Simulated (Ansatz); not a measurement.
The elements of this relaxed trial crystal are hidden behind letters.

```
lattice vectors (Å)
   4.2355    0.0000    0.0000
   0.0000    4.2355    0.0000
   0.0000    0.0000    2.6908
fractional positions
X 0.5000 0.5000 0.5000
X 0.0000 0.0000 0.0000
Z 0.1931 0.8069 0.5000
Z 0.3069 0.3069 0.0000
Z 0.8069 0.1931 0.5000
Z 0.6931 0.6931 0.0000
```

Theory: DFT PBE, scalar-relativistic, plane waves, PAW (Ansatz 0.2.0). The final run on the 6-atom cell used 420 eV, a Γ-centred 6×6×8 mesh, 0.02 eV smearing and no spin polarisation.

- Space group: P4_2/mnm (No. 136)
- Conventional cell: a = 4.236 Å, c = 2.691 Å
- Volume per atom: 8.05 Å³
- Density: 4.13 g/cm³
- Formation energy: −2.588 eV/atom
- Gap on the 6×6×8 mesh of the 6-atom cell: 5.04 eV

Energies are uncorrected and count from the elements' standard states at the same level.

Task: X is a p-block element of period 3 and Z is a p-block element of period 2. Which elements are they?

Result: X = Si, Z = O, so the formula is SiO2, here in the rutile type. Density times volume gives a mean mass of 4.13 × 8.05/1.6605 = 20.0 u per atom, and this set has 20.0 u. Around Si lie 6 O at 1.77–1.84 Å; O has 3 Si at 1.77–1.84 Å. Other sets within the hints have nearly the same mass, so mass alone doesn't settle it; this one was computed.

Kohn–Sham gaps at this level usually fall short of measured ones. This cell was reached by moving the atoms of another relaxed cell at random and relaxing again, last within the group found; it had no such test of its own. Another cell of SiO2 relaxed alike, in P3_121, lies 188 meV/atom lower, so this cell isn't the stable form at this level.
